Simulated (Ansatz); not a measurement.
# Nb: which structure wins, scalar-relativistic, part 1 of 3

Aim: relax Nb in several structures (fcc, bcc, hcp) and rank them by energy, scalar-relativistic. Methods of the runs shown: PAW and LAPW.

Computed with Ansatz 0.2.0 (DFT PBE, with the methods named in each step, unless a step's input says otherwise).

### 1 The structure to begin with

Symmetry: Fm-3m, No. 225, cubic system. The conventional cell has a = 4.170 Å, b = 4.170 Å, c = 4.170 Å, α = 90.00°, β = 90.00°, γ = 90.00°. Nb (site symmetry m-3m) has 12 Nb at 2.95 Å as nearest neighbours.

As a file:

```
CELL_PARAMETERS angstrom
0.00000 2.08493 2.08493
2.08493 0.00000 2.08493
2.08493 2.08493 0.00000
ATOMIC_POSITIONS crystal
Nb 0.00000 0.00000 0.00000
```

### 2 Fcc relaxed, PAW

input.yaml

```yaml
crystal:
  lattice:
    - [0.0, 2.0849260709, 2.0849260709]
    - [2.0849260709, 0.0, 2.0849260709]
    - [2.0849260709, 2.0849260709, 0.0]
  atoms:
    - { symbol: Nb, position: [0.0, 0.0, 0.0] }
kpoints:
  mp_grid: { grid: [17, 17, 17] }
scf:
  occupations: { method: fermi_dirac, width: 0.05 }
hamiltonian:
  xc: pbe
  pseudopotentials: { kind: paw }
output:
  forces: true
  stress: true
relax:
  f_tol: 0.005
  max_steps: 40
  cell: {}
```

Launch:

```bash
ansatz run input.yaml --threads 1 --pin off --max-ram 3072MiB --backend cpu --events-out ev --progress --plain --runs-dir out
```

What it wrote:

```text
Engine: ansatz 0.2.0
Pseudopotentials: kind: paw
Pseudopotential: Nb, paw, valence charge 13, recommended cutoff 420 eV (normal)
Functional definition: PBE
  parameter kappa = 0.804
  parameter beta = 0.06672455060314922
  exchange = pbe_x(kappa = kappa, mu = beta*pi^2/3)
  correlation = pbe_c(beta = beta)
Crystal: 1 atoms, lattice volume = 18.126 Å³
Basis set: ecut = 420 eV, 339 PW (Γ), exchange–correlation on 40×40×40 points (8 copies of the dense FFT grid, shifted against one another)
Bands: 11, of which v1, the nominal top of the filled ones, is band 7 counted from 1 (6 counted from 0)
Symmetry: 48 space group operations
Space group: Fm-3m (ITA 225), of the structure as read, at distance tolerance 2.6e-5 Å
k-points: 165 of 4913
Non-local potential: Nb, projectors of the file, l = 0: 3, l = 1: 2, l = 2: 2, l = 3: 1
PAW form: soft (Blöchl's): semilocal exchange-correlation on the pseudo side does not see the compensation charge
PAW one-centre angular grid: Nb, 590 points (default); XC on 64 Gauss nodes
Initial density: superposition of atomic densities (neutral atoms: chi_scale 0, normalization atom), corrected by the library's trained network
Initial wavefunctions: pseudopotential atomic-orbital guess
Functional: x = pbe(κ = 0.804, μ = 0.2195149727645171), c = pbe(β = 0.06672455060314922)
SCF iter   1: F=—  HF=-4551.953117 eV  |F-HF|=—  |Δ(HF+E_count)|=         —  Δρ=2.87e-3  dr2=4.45e-4  ethr=1.77e-3  ⟨swp⟩=5.1  Hψ=10648  notcnv=0
preconditioner: auto → none  [metal: Δε(μ)=0.005 eV  Ē_g=7.365 eV  σ=0.050 eV  W_gap=0.03  n_scr=0 (ndim 8)  ℏωp=19.5 eV  f_vac=0.000  D(μ)=1.62/eV (n_scr^D=14)]
SCF iter   2: F=—  HF=-4551.953348 eV  |F-HF|=—  |Δ(HF+E_count)|=   2.31e-4  Δρ=1.50e-3  dr2=1.23e-4  ethr=3.42e-6  ⟨swp⟩=2.5  Hψ=3894  notcnv=0
SCF iter   3: F=—  HF=-4551.953440 eV  |F-HF|=—  |Δ(HF+E_count)|=   9.15e-5  Δρ=2.32e-4  dr2=5.68e-6  ethr=9.44e-7  ⟨swp⟩=2.8  Hψ=2859  notcnv=0
SCF iter   4: F=—  HF=-4551.953435 eV  |F-HF|=—  |Δ(HF+E_count)|=   4.39e-6  Δρ=8.22e-5  dr2=4.97e-7  ethr=4.37e-8  ⟨swp⟩=2.8  Hψ=2890  notcnv=0
iter 5 did not close the SCF: its close was put off for the readings that it lacked (scf_convergence_deferred on its scf_iter line)
SCF iter   5: F=-4551.953435 eV  HF=-4551.953435 eV  |F-HF|=7.01e-9  |Δ(HF+E_count)|=   1.89e-7  Δρ=1.56e-5  dr2=1.80e-8  ethr=3.82e-9  ⟨swp⟩=2.0  Hψ=2866  notcnv=0
SCF iter   6: F=-4551.953435 eV  HF=-4551.953435 eV  |F-HF|=2.82e-11  |Δ(HF+E_count)|=   2.66e-9  Δρ=9.10e-7  dr2=5.41e-11  ethr=1.38e-10  ⟨swp⟩=2.0  Hψ=6235  notcnv=0
SCF 1 converged in 6 iterations: F = -4551.953435 eV  dr2 = 5.41e-11
relax step   1: F+E_penalty+E_count = -4551.95343505 eV  Δ(F+E_penalty+E_count) = +0.000e0 eV  max|allowed force component| = 0.000e0 eV/Å  Δτ_max = 0.0000 Å  P = +6.037 GPa  Ω = 18.126 Å³  (6 SCF iters, dr2 threshold 1.00e-7 eV, accepted)
Crystal: 1 atoms, lattice volume = 20.309 Å³
Basis set: ecut = 420 eV, 411 PW (Γ), exchange–correlation on 40×40×40 points (8 copies of the dense FFT grid, shifted against one another)
Initial density: handed on by an earlier stage of this run
Initial wavefunctions: those handed on with the density
iter 1 solved again at ethr=1.50e-5 eV; its pass at ethr=3.10e-3 eV (dr2=1.96e-3 eV) is discarded
SCF iter   1: F=—  HF=-4551.907142 eV  |F-HF|=—  |Δ(HF+E_count)|=         —  Δρ=4.56e-3  dr2=1.89e-3  ethr=1.50e-5  ⟨swp⟩=1.0  Hψ=13593  notcnv=0
preconditioner: auto → none  [metal: Δε(μ)=0.022 eV  Ē_g=6.566 eV  σ=0.050 eV  W_gap=0.11  n_scr=8 (ndim 8)  ℏωp=18.4 eV  f_vac=0.000  D(μ)=1.62/eV (n_scr^D=14)]
SCF iter   2: F=—  HF=-4551.907610 eV  |F-HF|=—  |Δ(HF+E_count)|=   4.68e-4  Δρ=2.15e-3  dr2=4.13e-4  ethr=1.45e-5  ⟨swp⟩=1.0  Hψ=1815  notcnv=0
SCF iter   3: F=—  HF=-4551.907825 eV  |F-HF|=—  |Δ(HF+E_count)|=   2.15e-4  Δρ=3.64e-4  dr2=1.95e-5  ethr=3.18e-6  ⟨swp⟩=1.1  Hψ=1835  notcnv=0
SCF iter   4: F=—  HF=-4551.907820 eV  |F-HF|=—  |Δ(HF+E_count)|=   4.92e-6  Δρ=5.85e-5  dr2=1.68e-7  ethr=1.50e-7  ⟨swp⟩=2.4  Hψ=2711  notcnv=0
SCF iter   5: F=-4551.907820 eV  HF=-4551.907820 eV  |F-HF|=4.99e-10  |Δ(HF+E_count)|=   5.71e-8  Δρ=3.68e-6  dr2=1.06e-9  ethr=7.69e-10  ⟨swp⟩=4.0  Hψ=5434  notcnv=0
SCF 2 converged in 5 iterations: F = -4551.907820 eV  dr2 = 1.06e-9
relax step   2: F+E_penalty+E_count = -4551.90782042 eV  Δ(F+E_penalty+E_count) = +4.561e-2 eV  max|allowed force component| = 0.000e0 eV/Å  Δτ_max = 0.0000 Å  P = -11.124 GPa  Ω = 20.309 Å³  energy of the carried Pulay correction = -4.259e-4 eV  (5 SCF iters, dr2 threshold 1.00e-7 eV, rejected (line search))
Crystal: 1 atoms, lattice volume = 18.838 Å³
iter 1 solved again at ethr=5.38e-6 eV; its pass at ethr=3.10e-3 eV (dr2=7.00e-4 eV) is discarded
SCF iter   1: F=—  HF=-4551.964624 eV  |F-HF|=—  |Δ(HF+E_count)|=         —  Δρ=3.02e-3  dr2=7.20e-4  ethr=5.38e-6  ⟨swp⟩=1.4  Hψ=13921  notcnv=0
preconditioner: auto → none  [metal: Δε(μ)=0.014 eV  Ē_g=7.081 eV  σ=0.050 eV  W_gap=0.07  n_scr=0 (ndim 8)  ℏωp=19.1 eV  f_vac=0.000  D(μ)=1.62/eV (n_scr^D=14)]
SCF iter   2: F=—  HF=-4551.964823 eV  |F-HF|=—  |Δ(HF+E_count)|=   1.99e-4  Δρ=1.47e-3  dr2=1.70e-4  ethr=5.38e-6  ⟨swp⟩=1.0  Hψ=1815  notcnv=0
SCF iter   3: F=—  HF=-4551.964904 eV  |F-HF|=—  |Δ(HF+E_count)|=   8.14e-5  Δρ=1.61e-4  dr2=3.79e-6  ethr=1.31e-6  ⟨swp⟩=1.0  Hψ=1815  notcnv=0
SCF iter   4: F=—  HF=-4551.964901 eV  |F-HF|=—  |Δ(HF+E_count)|=   3.03e-6  Δρ=3.75e-5  dr2=5.83e-8  ethr=2.92e-8  ⟨swp⟩=2.2  Hψ=2742  notcnv=0
SCF iter   5: F=—  HF=-4551.964901 eV  |F-HF|=—  |Δ(HF+E_count)|=   4.21e-7  Δρ=2.86e-6  dr2=7.34e-10  ethr=4.48e-10  ⟨swp⟩=2.5  Hψ=2860  notcnv=0
SCF iter   6: F=—  HF=-4551.964901 eV  |F-HF|=—  |Δ(HF+E_count)|=  2.49e-10  Δρ=2.61e-7  dr2=1.15e-11  ethr=5.65e-12  ⟨swp⟩=1.6  Hψ=2388  notcnv=0
SCF iter   7: F=-4551.964901 eV  HF=-4551.964901 eV  |F-HF|=0.00e0  |Δ(HF+E_count)|=  4.55e-12  Δρ=1.34e-8  dr2=1.07e-14  ethr=1.00e-12  ⟨swp⟩=5.0  Hψ=6111  notcnv=0
SCF 3 converged in 7 iterations: F = -4551.964901 eV  dr2 = 1.07e-14
relax step   3: F+E_penalty+E_count = -4551.96490067 eV  Δ(F+E_penalty+E_count) = -1.147e-2 eV  max|allowed force component| = 0.000e0 eV/Å  Δτ_max = 0.0000 Å  P = -0.615 GPa  Ω = 18.838 Å³  energy of the carried Pulay correction = -1.445e-4 eV  (7 SCF iters, accepted)
Crystal: 1 atoms, lattice volume = 18.770 Å³
iter 1 solved again at ethr=1.18e-8 eV; its pass at ethr=3.10e-3 eV (dr2=1.53e-6 eV) is discarded
SCF iter   1: F=—  HF=-4551.965053 eV  |F-HF|=—  |Δ(HF+E_count)|=         —  Δρ=1.44e-4  dr2=1.68e-6  ethr=1.18e-8  ⟨swp⟩=2.0  Hψ=12681  notcnv=0
preconditioner: auto → none  [metal: Δε(μ)=0.014 eV  Ē_g=7.108 eV  σ=0.050 eV  W_gap=0.07  n_scr=0 (ndim 8)  ℏωp=19.2 eV  f_vac=0.000  D(μ)=1.62/eV (n_scr^D=14)]
SCF iter   2: F=—  HF=-4551.965051 eV  |F-HF|=—  |Δ(HF+E_count)|=   1.94e-6  Δρ=6.71e-5  dr2=3.48e-7  ethr=1.18e-8  ⟨swp⟩=1.0  Hψ=1815  notcnv=0
SCF iter   3: F=-4551.965051 eV  HF=-4551.965051 eV  |F-HF|=1.03e-8  |Δ(HF+E_count)|=   2.01e-7  Δρ=1.31e-5  dr2=2.10e-8  ethr=7.69e-10  ⟨swp⟩=4.0  Hψ=4939  notcnv=0
SCF 4 converged in 3 iterations: F = -4551.965051 eV  dr2 = 2.10e-8
relax step   4: F+E_penalty+E_count = -4551.96505141 eV  Δ(F+E_penalty+E_count) = -1.507e-4 eV  max|allowed force component| = 0.000e0 eV/Å  Δτ_max = 0.0000 Å  P = -0.029 GPa  Ω = 18.770 Å³  energy of the carried Pulay correction = -1.309e-4 eV  (3 SCF iters, dr2 threshold 1.00e-7 eV, accepted)
Initial wavefunctions: pseudopotential atomic-orbital guess (no wavefunctions were taken with the density)
iter 1 solved again at ethr=2.40e-8 eV; its pass at ethr=3.10e-3 eV (dr2=3.13e-6 eV) is discarded
SCF iter   1: F=—  HF=-4551.965182 eV  |F-HF|=—  |Δ(HF+E_count)|=         —  Δρ=8.67e-5  dr2=1.17e-7  ethr=2.40e-8  ⟨swp⟩=3.2  Hψ=16116  notcnv=0
SCF iter   2: F=—  HF=-4551.965181 eV  |F-HF|=—  |Δ(HF+E_count)|=   1.21e-6  Δρ=4.29e-5  dr2=2.64e-8  ethr=8.99e-10  ⟨swp⟩=1.0  Hψ=1825  notcnv=0
SCF iter   3: F=—  HF=-4551.965181 eV  |F-HF|=—  |Δ(HF+E_count)|=   3.54e-7  Δρ=2.48e-6  dr2=3.09e-10  ethr=2.03e-10  ⟨swp⟩=2.0  Hψ=2881  notcnv=0
SCF iter   4: F=—  HF=-4551.965181 eV  |F-HF|=—  |Δ(HF+E_count)|=  6.73e-10  Δρ=4.54e-7  dr2=3.07e-11  ethr=2.37e-12  ⟨swp⟩=2.3  Hψ=2686  notcnv=0
SCF iter   5: F=-4551.965181 eV  HF=-4551.965181 eV  |F-HF|=9.09e-13  |Δ(HF+E_count)|=  1.82e-12  Δρ=1.10e-7  dr2=1.36e-12  ethr=1.00e-12  ⟨swp⟩=5.0  Hψ=6139  notcnv=0
SCF 5 converged in 5 iterations: F = -4551.965181 eV  dr2 = 1.36e-12
relax step   5: F+E_penalty+E_count = -4551.96518114 eV  Δ(F+E_penalty+E_count) = -1.297e-4 eV  max|allowed force component| = 0.000e0 eV/Å  Δτ_max = 0.0000 Å  P = -0.030 GPa  Ω = 18.770 Å³  stress off target by 2.96e-2 GPa  SCF on the basis re-selected at this cell (its energy is not comparable with the rows above)  (5 SCF iters)
basis re-selected at this cell: Δ(F+E_penalty+E_count) = -1.297e-4 eV, ΔP = -0.000 GPa vs the last step (what re-selecting the basis moved, of the pressure what is left beyond the Pulay correction that the steps carried, after the strain that the cell walked since its last selection, with what the two solves' SCF thresholds leave and, on support functions, any second-order correction that the steps lacked; it is no measure of the basis error at this ecutwfc). This SCF's stress stands 2.96e-2 GPa from its target on what of the cell is left free (relax.cell.stress_tol is 5.00e-2 GPa) and its largest allowed force component is 0.00e0 eV/Å (relax.f_tol is 5.00e-3 eV/Å): within both
SCF converged after 5 iterations
Free energy (F): -4551.965181 eV
Harris-Foulkes:  -4551.965181 eV  (|F-HF|=9.09e-13)
Internal energy: -4551.951973 eV  (E = F + TS)
E sigma→0 (E₀):  -4551.958577 eV
Entropy (-TS):   -0.013209 eV (-13.209 meV/atom)
Fermi energy:    17.302913 eV
--- Per-component energies (eV) ---
  E_band       = -78.254945
  E_kinetic    = 393.973767
  E_local      = -717.387034  (includes V_loc(G=0)·N_el)
  E_nonlocal   = 119.582289
  E_hartree    = 222.822764
  E_xc         = -175.270389
  E_vxc        = -212.569073  (∫ρ·V_xc dr)
  E_paw        = -3073.280823  (= ΣΔE_a)
  E_vpaw       = -107.500454  (= ΣTr[D̂ρ^β])
  E_aug_tail   = 0.000008  (compensation charges beyond the density's cutoff)
  E_ewald      = -1322.392555
  E_smearing   = -0.013209  (= −TS)
  E_closure    = 0.000000  (closes the sum)
  Σ components = -4551.965181   (vs F -4551.965181, Δ=0.00e0)
--- Forces (eV/Å), atoms counted from 1 ---
  atom   1  Nb    -0.00000000    -0.00000000     0.00000000
  max |Σ_I F_I| component: 5.34e-32 eV/Å
--- Stress (GPa, compression-positive) ---
       -0.029629       0.000000      -0.000000
        0.000000      -0.029629      -0.000000
       -0.000000      -0.000000      -0.029629
  P = ⅓ Tr σ = -0.0296 GPa (-0.296 kbar)
--- Relaxed structure (4 steps of the walk, 3 accepted, 1 SCFs on fresh bases) ---
  F+E_penalty+E_count = -4551.96518114 eV   max|allowed force component| = 0.000e0 eV/Å   (the final SCF, on the basis selected at the relaxed cell)
  cell:  # Å, volume = 18.7700 Å³
    - [3.120915370148549e-34, 2.109329337396611, 2.109329337396611]
    - [2.109329337396611, 1.0190744065791179e-34, 2.109329337396611]
    - [2.109329337396611, 2.109329337396611, -3.1846075205597443e-35]
  atoms:
    - { symbol: Nb, position: [0.0, 0.0, 0.0] }
```

It took 5.8 s on 1 thread of AMD EPYC 7R13 (Zen 3), shared host; peak memory 0.37 GiB.

The steps of the relaxation:

```tsv
step	energy from step 1 (eV/cell)	largest force component (eV/Å)	pressure (GPa)	volume (Å³)
1	0.0000	0.0000	6.04	18.13
2x	0.0456	0.0000	-11.12	20.31
3	-0.0115	0.0000	-0.61	18.84
4	-0.0116	0.0000	-0.03	18.77
5	-0.0117	0.0000	-0.03	18.77
```

Step 1 is the start. Step 5 repeats the geometry before on a plane-wave basis chosen anew for that cell, so the energy can jump there without any move; the table keeps such jumps. 1 step was tried and not accepted (marked x).

| input's cell | before | after | change |
| --- | --- | --- | --- |
| a (Å) | 2.949 | 2.983 | +1.2 % |
| b (Å) | 2.949 | 2.983 | +1.2 % |
| c (Å) | 2.949 | 2.983 | +1.2 % |
| volume (Å³/atom) | 18.13 | 18.77 | +3.6 % |

### 3 Fcc relaxed, LAPW

input.yaml

```yaml
crystal:
  lattice:
    - [0.0, 2.1093293374, 2.1093293374]
    - [2.1093293374, 0.0, 2.1093293374]
    - [2.1093293374, 2.1093293374, 0.0]
  atoms:
    - { symbol: Nb, position: [0.0, 0.0, 0.0] }
kpoints:
  mp_grid: { grid: [17, 17, 17] }
scf:
  occupations: { method: fermi_dirac, width: 0.05 }
hamiltonian:
  xc: pbe
  pseudopotentials: { kind: all_electron, lapw: { basis_error: 0.0005 } }
output:
  forces: true
  stress: true
  eigenvalues: true
  populations: true
relax:
  f_tol: 0.005
  max_steps: 25
  cell: {}
```

Launch:

```bash
ansatz run input.yaml --threads 1 --pin off --max-ram 3072MiB --backend cpu --events-out ev --progress --plain --runs-dir out
```

What it wrote (excerpt; [...] marks lines left out):

```text
[...]
Nb: projections on atomic orbitals take those of the free atom 1s2 2s2 2p6 3s2 3p6 3d10 4s2 4p6 4d4 5s1, of charge +0.00 (hamiltonian.pseudopotentials.projection_atoms)
LAPW: plane waves up to 7.792 Å⁻¹, error target 5.0e-4 eV per atom; small_component_spin mean_spin; Nb in spheres of 1.447 Å, 29 of its electrons in bands, Dirac shells []
[...]
Pseudopotentials: kind: all_electron
[...]
  F+E_penalty+E_count = -103945.40023295 eV   max|allowed force component| = 0.000e0 eV/Å   (the final SCF, on the basis selected at the relaxed cell)
  cell:  # Å, volume = 18.7700 Å³
    - [0.0, 2.1093293374, 2.1093293374]
    - [2.1093293374, 0.0, 2.1093293374]
    - [2.1093293374, 2.1093293374, 0.0]
  atoms:
    - { symbol: Nb, position: [0.0, 0.0, 0.0] }
--- Löwdin populations: 1 site ---
  site symbol       q [e]
     0     Nb     40.9513
  spilling = 0.001187 (of n_electrons = 41.000000)
```

It took 16 s on 1 thread of AMD EPYC 7R13 (Zen 3), shared host; peak memory 0.4 GiB.

Relaxation path:

```tsv
step	energy from step 1 (eV/cell)	largest force component (eV/Å)	pressure (GPa)	volume (Å³)
1	0.0000	0.0000	-0.04	18.77
2	0.0000	0.0000	-0.04	18.77
```

Step 1 is the start. Step 2 repeats the geometry before on a plane-wave basis chosen anew for that cell, so the energy can jump there without any move; the table keeps such jumps.

| input's cell | before | after | change |
| --- | --- | --- | --- |
| a (Å) | 2.983 | 2.983 | +0.0 % |
| b (Å) | 2.983 | 2.983 | +0.0 % |
| c (Å) | 2.983 | 2.983 | +0.0 % |
| volume (Å³/atom) | 18.77 | 18.77 | +0.0 % |

Read from it: pressure -0.04 GPa; no gap.

(Continued in part 2 of 3.)
